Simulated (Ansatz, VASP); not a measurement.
# TiO2: VASP beside Ansatz, part 2 of 2

Aim: how closely do two programs agree when they are given the same cell, functional and k mesh? The cell is taken from a series of runs on this material, whose earlier steps may have relaxed, scaled, displaced or heated it; both programs get it as it stands.

VASP 6.6.1 and Ansatz 0.2.0.

So far: The starting structure; VASP: single point, HSE06.

### 3. Ansatz: single point, HSE06

Level of this step: Ansatz beside VASP: Kohn-Sham DFT, plane waves, HSE06 (Ansatz).

Ansatz runs on its PAW soft_1 files.

The same cell, functional and mesh now go to Ansatz, which takes its cutoff from its data sets.

The input, input.yaml:

```yaml
crystal:
  lattice:
    - [-4.3507577183, 4.3507577183, 1.8875555959]
    - [4.3507577183, -4.3507577183, 1.8875555959]
    - [4.3507577183, 4.3507577183, -1.8875555959]
  atoms:
    - { symbol: Ti, position: [0.2922817, 0.00285525, 0.29513695] }
    - { symbol: Ti, position: [0.00285525, 0.7077183, 0.71057354] }
    - { symbol: Ti, position: [0.99714475, 0.2922817, 0.28942646] }
    - { symbol: Ti, position: [0.7077183, 0.99714475, 0.70486305] }
    - { symbol: O, position: [0.49886382, 0.15078472, 0.64964854] }
    - { symbol: O, position: [0.16166201, 0.8403974, 0.00205942] }
    - { symbol: O, position: [0.15078471, 0.50113618, 0.65192089] }
    - { symbol: O, position: [0.15960259, 0.16166201, 0.32126461] }
    - { symbol: O, position: [0.8403974, 0.83833799, 0.67873539] }
    - { symbol: O, position: [0.84921528, 0.49886382, 0.34807911] }
    - { symbol: O, position: [0.83833799, 0.15960259, 0.99794058] }
    - { symbol: O, position: [0.50113618, 0.84921529, 0.35035146] }
kpoints:
  mp_grid: { grid: [4, 4, 4] }
  band_path:
    path:
      - [0.0, 0.0, 0.0]
      - [-0.5, 0.5, 0.0]
      - [-0.5, 0.5, 0.5]
      - [-0.29705543, -0.29705543, 0.29705543]
      - [-0.70294457, 0.29705543, 0.70294457]
      - [-0.75, 0.25, 0.25]
      - [-0.5, 0.0, 0.5]
    npoints: 1
hamiltonian:
  xc: hse06
  pseudopotentials: { kind: paw, azcp: { folder: soft_1 } }
scf:
  occupations: { method: fixed }
  n_extra_bands: 8
output:
  eigenvalues: true
```

Command:

```
ansatz run input.yaml --threads 3 --pin off --max-ram 92160MiB --backend cuda --events-out ev --progress --plain --runs-dir out --devices 1 --max-vram 13GiB
```

Numbers of over 12 decimals in the logs are rounded to 6 here.

What it wrote:

```text
scf.n_extra_bands = 8 over 48 filled bands (N_el = 96.0): the run solves 56 bands
GPUs: using 1 of 1 available (devices: 1).
Engine: ansatz 0.2.0, x86_64-unknown-linux-gnu
Pseudopotentials: kind: paw
Pseudopotential: Ti, paw, valence charge 12, recommended cutoff 420 eV (normal), soft_1/Ti.paw.azcp
Pseudopotential: O, paw, valence charge 6, recommended cutoff 420 eV (normal), soft_1/O.paw.azcp
Functional definition: HSE06
  parameter a = 0.25
  parameter omega = 0.11/bohr
  exchange = pbe_x - a*pbe_x_sr(omega) + a*exact_x_sr(omega)
  correlation = pbe_c
davidson cushion auto → on  (no smearing: the cushion is to keep the highest requested band from converging to the state above it; pin scf.eigensolver.cushion to override)
device memory: the entry about to start is reckoned to put 3.9 GiB on a device that reports 63.3 GiB free (of which the cap on the GPU budget leaves the run 13.0 GiB)
GPU FFT provider: cuFFT
GPU libraries: cuBLAS 13.8.2, cuFFT 12.4.0, cuSOLVER 12.3.4
Crystal: 12 atoms, lattice volume = 142.919 Å³
Basis set: ecut = 420 eV, 2795 PW (Γ)
Bands: 56, of which v1, the nominal top of the filled ones, is band 48 counted from 1 (47 counted from 0)
Symmetry: 8 space group operations
Space group: I4/m (ITA 87), of the structure as read, at distance tolerance 5.2e-5 Å
k-points: 14 of 64
Non-local potential: Ti, projectors of the file, l = 0: 3, l = 1: 2, l = 2: 3, l = 3: 1
Non-local potential: O, projectors of the file, l = 0: 2, l = 1: 2, l = 2: 1
PAW form: soft (Blöchl's): semilocal exchange-correlation on the pseudo side does not see the compensation charge
PAW frozen core: Ti, regenerated for the run's functional, and the local potential with it (the file was generated under x = pbe(κ = 0.804, μ = 0.219515), c = pbe(β = 0.066725))
PAW frozen core: O, regenerated for the run's functional, and the local potential with it (the file was generated under x = pbe(κ = 0.804, μ = 0.219515), c = pbe(β = 0.066725))
PAW one-centre angular grid: Ti, 590 points (default); XC on 64 Gauss nodes
PAW one-centre angular grid: O, 110 points (default); XC on 96 Gauss nodes
Initial density: superposition of atomic densities (chi_scale 0.1, normalization cell, long waves kept (reshape's long-wave potential 0.09 eV rms))
Initial wavefunctions: pseudopotential atomic-orbital guess
GPU buffer pool allocated for 91125 grid points (all kernels)
GPU transforms: local potential and band sums: pruned to the plane-wave sphere, on 45×45×45
Functional: x = pbe(κ = 0.804, μ = 0.219515), c = pbe(β = 0.066725), warm-up for x = pbe(κ = 0.804, μ = 0.219515) + 0.25 (exact − pbe) at short range (hse, ω = 0.207870 Å⁻¹), c = pbe(β = 0.066725); HSE06 as pw.x's `hse` composes it (authors' and Libxc's form: `xc: wpbeh`)
SCF iter   1: F=—  HF=-14555.261708 eV  |F-HF|=—  |Δ(HF+E_count)|=         —  Δρ=5.71e-2  dr2=5.40e0  ethr=1.00e-1  ⟨swp⟩=3.1  Hψ=2378  notcnv=0
preconditioner: auto → none  [insulator: Δε(μ)=1.423 eV  Ē_g=9.464 eV  n_scr=44 (ndim 8)  ℏωp=24.8 eV  f_vac=0.049]
SCF iter   2: F=—  HF=-14554.871196 eV  |F-HF|=—  |Δ(HF+E_count)|=   3.91e-1  Δρ=4.64e-2  dr2=2.53e0  ethr=5.62e-3  ⟨swp⟩=3.8  Hψ=2308  notcnv=0
SCF iter   3: F=—  HF=-14554.765112 eV  |F-HF|=—  |Δ(HF+E_count)|=   1.06e-1  Δρ=2.95e-2  dr2=1.31e0  ethr=2.64e-3  ⟨swp⟩=3.5  Hψ=2150  notcnv=0
SCF iter   4: F=—  HF=-14554.604239 eV  |F-HF|=—  |Δ(HF+E_count)|=   1.61e-1  Δρ=1.12e-2  dr2=1.83e-1  ethr=1.36e-3  ⟨swp⟩=2.2  Hψ=1741  notcnv=0
SCF iter   5: F=—  HF=-14554.648320 eV  |F-HF|=—  |Δ(HF+E_count)|=   4.41e-2  Δρ=1.20e-2  dr2=2.29e-1  ethr=1.90e-4  ⟨swp⟩=4.0  Hψ=2271  notcnv=0
iter 6 solved again at ethr=2.58e-6 eV; its pass at ethr=1.90e-4 eV (dr2=2.47e-3 eV) is discarded
SCF iter   6: F=—  HF=-14554.614090 eV  |F-HF|=—  |Δ(HF+E_count)|=   3.42e-2  Δρ=1.63e-3  dr2=2.57e-3  ethr=2.58e-6  ⟨swp⟩=4.4  Hψ=4162  notcnv=0
SCF iter   7: F=—  HF=-14554.613926 eV  |F-HF|=—  |Δ(HF+E_count)|=   1.63e-4  Δρ=5.64e-4  dr2=3.90e-4  ethr=2.58e-6  ⟨swp⟩=3.2  Hψ=2010  notcnv=0
SCF iter   8: F=-14554.613906 eV  HF=-14554.613938 eV  |F-HF|=3.17e-5  |Δ(HF+E_count)|=   1.19e-5  Δρ=1.61e-4  dr2=4.47e-5  ethr=4.06e-7  ⟨swp⟩=3.0  Hψ=1794  notcnv=0
SCF 1 stopped early in 8 iterations: F = -14554.613906 eV  dr2 = 4.47e-5
  greatest PAW one-centre occupation: 0.999 electrons in one spin orbital (limit 2), on the Ti atom at site 3 (counted from 0), in its partial waves of l = 0
device memory: the entry about to start is reckoned to put 4.6 GiB (of the 4.6 GiB reckoned in all, the device holds 0.1 GiB already) on a device that reports 60.6 GiB free (of which the cap on the GPU budget leaves the run 13.0 GiB)
GPU FFT provider: cuFFT
GPU libraries: cuBLAS 13.8.2, cuFFT 12.4.0, cuSOLVER 12.3.4
Initial density: handed on by an earlier stage of this run
Initial wavefunctions: those handed on with the density
GPU buffer pool allocated for 91125 grid points (all kernels)
GPU transforms: local potential and band sums: pruned to the plane-wave sphere, on 45×45×45
Functional: x = pbe(κ = 0.804, μ = 0.219515) + 0.25 (exact − pbe) at short range (hse, ω = 0.207870 Å⁻¹), c = pbe(β = 0.066725); HSE06 as pw.x's `hse` composes it (authors' and Libxc's form: `xc: wpbeh`)
Exchange kernel: α = 0.2500, screened, ω = 0.2079 Å⁻¹, Wigner–Seitz truncation, v(0) = 1040.6682 eV·Å³, q-mesh 4×4×4, nearest image of the exchange supercell L = 15.10 Å, pair-density grid 30×30×30, without the augmentation charges, whose exchange is taken in its separable form by FFT convolution over the k-point mesh (sized by the pseudopotential files, 24×40×45 at the most), smooth part of the exact exchange by density-matrix convolution in up to 4.21 GiB of GPU memory as planned if the GPU has room (build and FFT work areas not counted)
Frozen-core exchange: fock
SCF iter   1: F=—  HF=-14551.836167 eV  |F-HF|=—  |Δ(HF+E_count)|=         —  Δρ=3.09e-2  dr2=1.94e0  ethr=4.66e-7  ⟨swp⟩=8.3  Hψ=4957  notcnv=0
preconditioner: auto → none  [insulator: Δε(μ)=3.843 eV  Ē_g=12.303 eV  n_scr=44 (ndim 8)  ℏωp=24.8 eV  f_vac=0.124]
[...]
SCF iter   6: F=—  HF=-14551.404184 eV  |F-HF|=—  |Δ(HF+E_count)|=   2.20e-3  Δρ=5.20e-4  dr2=4.47e-4  ethr=4.27e-7  ⟨swp⟩=4.5  Hψ=2537  notcnv=0
SCF iter   7: F=-14551.404034 eV  HF=-14551.404057 eV  |F-HF|=2.25e-5  |Δ(HF+E_count)|=   1.27e-4  Δρ=1.11e-4  dr2=2.77e-5  ethr=4.27e-7  ⟨swp⟩=3.0  Hψ=1854  notcnv=0
SCF 2 stopped early in 7 iterations: F = -14551.404034 eV  dr2 = 2.77e-5
hybrid outer 1: dexx = +1.225e-1 eV, tail = 3.63e-4 eV
GPU FFT provider: cuFFT
GPU libraries: cuBLAS 13.8.2, cuFFT 12.4.0, cuSOLVER 12.3.4
GPU buffer pool allocated for 91125 grid points (all kernels)
GPU transforms: local potential and band sums: pruned to the plane-wave sphere, on 45×45×45
Exchange kernel: α = 0.2500, screened, ω = 0.2079 Å⁻¹, Wigner–Seitz truncation, v(0) = 1040.6682 eV·Å³, q-mesh 4×4×4, nearest image of the exchange supercell L = 15.10 Å, pair-density grid 30×30×30, without the augmentation charges, whose exchange is taken in its separable form by FFT convolution over the k-point mesh (sized by the pseudopotential files, 24×40×45 at the most), smooth part of the exact exchange by density-matrix convolution in up to 4.21 GiB of GPU memory as planned if the GPU has room (build and FFT work areas not counted)
Frozen-core exchange: fock
SCF iter   1: F=—  HF=-14551.403218 eV  |F-HF|=—  |Δ(HF+E_count)|=         —  Δρ=2.80e-4  dr2=1.05e-4  ethr=1.89e-6  ⟨swp⟩=3.9  Hψ=1963  notcnv=0
preconditioner: auto → none  [insulator: Δε(μ)=3.028 eV  Ē_g=11.588 eV  n_scr=44 (ndim 8)  ℏωp=24.8 eV  f_vac=0.125]
iter 2 solved again at ethr=1.95e-9 eV; its pass at ethr=1.07e-7 eV (dr2=1.87e-6 eV) is discarded
SCF iter   2: F=—  HF=-14551.403194 eV  |F-HF|=—  |Δ(HF+E_count)|=   2.43e-5  Δρ=4.29e-5  dr2=3.00e-6  ethr=1.95e-9  ⟨swp⟩=3.4  Hψ=4200  notcnv=0
SCF iter   3: F=—  HF=-14551.403206 eV  |F-HF|=—  |Δ(HF+E_count)|=   1.17e-5  Δρ=2.60e-5  dr2=8.10e-7  ethr=1.95e-9  ⟨swp⟩=5.6  Hψ=2642  notcnv=0  defer=2
SCF iter   4: F=—  HF=-14551.403206 eV  |F-HF|=—  |Δ(HF+E_count)|=   1.85e-7  Δρ=7.11e-6  dr2=2.11e-7  ethr=8.05e-10  ⟨swp⟩=3.0  Hψ=1821  notcnv=0
SCF iter   5: F=—  HF=-14551.403206 eV  |F-HF|=—  |Δ(HF+E_count)|=   4.31e-8  Δρ=1.56e-6  dr2=1.19e-7  ethr=1.81e-10  ⟨swp⟩=3.2  Hψ=2146  notcnv=0
SCF iter   6: F=—  HF=-14551.403207 eV  |F-HF|=—  |Δ(HF+E_count)|=   9.88e-7  Δρ=1.15e-5  dr2=1.60e-7  ethr=6.72e-12  ⟨swp⟩=7.2  Hψ=3240  notcnv=0  defer=6
SCF iter   7: F=-14551.403207 eV  HF=-14551.403207 eV  |F-HF|=6.35e-10  |Δ(HF+E_count)|=   4.45e-8  Δρ=9.41e-7  dr2=2.35e-8  ethr=6.72e-12  ⟨swp⟩=4.2  Hψ=2954  notcnv=0
SCF 3 converged in 7 iterations: F = -14551.403207 eV  dr2 = 2.35e-8
hybrid outer 2: dexx = +1.735e-5 eV, tail = 1.81e-7 eV, Δε = 5.66e-3 eV (about 1.43e-4 eV left of the loop's levels)
the search or the solves at the SCF's close seem to have found levels that the self-consistency loop had missed (the run counts 1). By its estimate they hold under 1e-12 electrons; where the run keeps them, the occupations were computed again with them
device memory: the entry about to start is reckoned to put 1.4 GiB on a device that reports 55.8 GiB free (of which the cap on the GPU budget leaves the run 13.0 GiB)
NSCF: frozen V_eff on 7 k-points
hybrid SCF converged: 2 outer / 14 inner (+8 warm-up), last move |dexx| = 1.74e-5 eV, tail = 1.81e-7 eV
Stability not checked: this state was not tested for a lower state beside it, because the functional holds exact exchange (a hybrid, or Hartree-Fock), whose exchange loop this test does not read (fock_operator; see scf.lower_state_search)
Free energy (F): -14551.403208 eV
Frozen-core exchange: fock
Harris-Foulkes:  -14551.403208 eV  (|F-HF|=6.35e-10)
Internal energy: -14551.403208 eV  (E = F + TS)
E sigma→0 (E₀):  -14551.403208 eV
Fermi energy:    5.811282 eV
--- Per-component energies (eV) ---
  E_band       = -1204.188247
  E_kinetic    = 2469.084565
  E_local      = -8149.426903  (includes V_loc(G=0)·N_el)
  E_nonlocal   = 627.063431
  E_hartree    = 3196.554512
  E_xc         = -835.655155
  E_vxc        = -1048.447434  (∫ρ·V_xc dr)
  E_exx        = -313.704090  (= α·E_x^exact, valence–valence)
  E_paw        = -5347.121951  (= ΣΔE_a)
  E_vpaw       = -868.170083  (= ΣTr[D̂ρ^β])
  E_aug_tail   = 0.005829  (compensation charges beyond the density's cutoff)
  E_ewald      = -6197.302418
  E_core_change = -0.901030  (= ΣΔE_core)
  E_smearing   = -0.000000  (= −TS)
  E_closure    = -0.000000  (closes the sum)
  Σ components = -14551.403208   (vs F -14551.403208, Δ=0.00e0)
--- Band table (eV; the first three rows and the last of 14) ---
  k-point 0: bands = [... 44 lower, 4.6869, 4.6869, 4.7315, 5.0543, 8.8360, 10.3525, 10.3525, 10.4160, ... 4 higher]
  k-point 1: bands = [... 44 lower, 4.4643, 4.6712, 4.7509, 5.1178, 9.0881, 10.1687, 10.2058, 10.4961, ... 4 higher]
  k-point 2: bands = [... 44 lower, 4.4350, 4.6976, 4.7525, 5.0876, 9.5362, 9.8507, 10.0456, 10.6971, ... 4 higher]
  k-point 13: bands = [... 44 lower, 4.3747, 4.4492, 4.4492, 5.8113, 10.1893, 10.2272, 10.2272, 10.5018, ... 4 higher]
```

### 4. Side by side

Known differences besides the potentials themselves: exact exchange at q = 0 is treated differently, which shows on coarse meshes; VASP keeps PBE cores, Ansatz makes them for the functional; fixed occupations in Ansatz, narrow Gaussian smearing in VASP; the cutoff is 420 eV in Ansatz and 520 eV in VASP; VASP takes a coarser grid for exact exchange (PRECFOCK = Fast). Total energies have different zeros and are not compared.

Compared:

```csv
quantity,Ansatz,VASP,difference
gap on the k mesh (eV),3.025,2.998,+0.027
```

A gap on the mesh is an upper bound, since the band edges may lie between its points.

### 5. Results

| Property | Result |
| --- | --- |
| difference in gap on the k mesh (single point, HSE06) | 0.027 eV |

What this shows: The difference in gap on the k mesh is 0.027 eV (single point, HSE06), within the 0.08 eV picked in this series as the mark of a large difference. Such differences can come from data sets, numerical settings and the points named under the comparisons, not from the functional's error against experiment.

[Lines on the potential files, build, host, timing and source positions are cut from VASP's logs without a mark.]

[Logs are printed without paths, hosts, clocks, repeated set-up lines and the standing remarks that a program may print on its own settings, such as how far it seeks lower states.]

[Hosts, paths, dates, database ids (printed as entryN), source tags and the programs' standing remarks are cut or masked in the printed files.]
